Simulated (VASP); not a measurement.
Wanted: the native input for a VASP 6.6.1 run.

```yaml
Task: single point
Functional: PBEsol
Potentials_or_basis: VASP PAW PBE potentials, release 64 (As, Ga_d)
Cutoff: 520 eV
k_mesh: 8 × 8 × 8
Occupations: gaussian, width 0.05 eV
Spin: no spin polarisation
Further_INCAR_settings: ALGO = Fast; EDIFF = 1e-06; NBANDS = 16
```

The structure of GaAs lies in POSCAR:

```
GaAs
1.0
    0.0000000000      2.8268500000      2.8268500000
    2.8268500000      0.0000000000      2.8268500000
    2.8268500000      2.8268500000      0.0000000000
As Ga
1 1
Cartesian
    4.2402750000      4.2402750000      4.2402750000
    0.0000000000      0.0000000000      0.0000000000
```

These files were run (other wordings do the same):

INCAR

```
SYSTEM = GaAs
ALGO = Fast
EDIFF = 1E-6
ENCUT = 520
GGA = PS
ISIF = 2
ISMEAR = 0
LASPH = .TRUE.
LCHARG = .TRUE.
LELF = .TRUE.
LREAL = .FALSE.
LVHAR = .TRUE.
LWAVE = .FALSE.
NBANDS = 16
NELM = 80
PREC = Accurate
SIGMA = 0.05
```

KPOINTS

```
k-points
0
G
  8 8 8
  0 0 0
```

Potentials or basis: VASP PAW PBE potentials, release 64 (As, Ga_d).

Run with:

```bash
$ cat potpaw_PBE.64/As/POTCAR potpaw_PBE.64/Ga_d/POTCAR > POTCAR
$ mpirun -np 1 vasp_std > vasp.out
```

It gave:

| Property | Result |
| --- | --- |
| Pressure | 0.2 GPa |
| Band gap on the k mesh | 0.46 eV, direct |

Caveat: the PAW data sets were made with another functional, which shifts forces and pressure a little.

Wall time 15 s on 1 thread of Intel(R) Xeon(R) Platinum 8559C (Emerald Rapids), with other jobs on the host, peak memory 0.17 GiB.
